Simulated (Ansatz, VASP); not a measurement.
One calculation of Mo, two programs

```
Mo
1.0
    -1.56465    1.56465    1.56465
     1.56465   -1.56465    1.56465
     1.56465    1.56465   -1.56465
Mo
1
Direct
  0.00000 0.00000 0.00000
```

Alike in both runs: functional PBEsol; k mesh 18 × 18 × 18; occupations gaussian, width 0.1 eV; no spin polarisation.

Ansatz relaxed the structure, and its values are those at the end. VASP's run is a single point on that final structure, the one shown.

|  | VASP | Ansatz |
| --- | --- | --- |
| version | VASP 6.6.1 | Ansatz 0.2.0 |
| potentials or method | VASP PAW PBE potentials, release 64 (Mo_sv) | scalar-relativistic, plane waves, PAW |
| plane-wave cutoff (eV) | 520 | 420 |
| valence electrons in the cell | 14 | 14 |

```tsv
	VASP	Ansatz	Ansatz less VASP
gap on the k mesh at the Fermi level (eV)	none	none	-
pressure (GPa)	0.6	0.0	-0.55
```

A gap of «none» marks a metal or a gap that the smearing closes.

Caveats: the PAW data sets were made with another functional, which shifts forces and pressure a little (VASP).
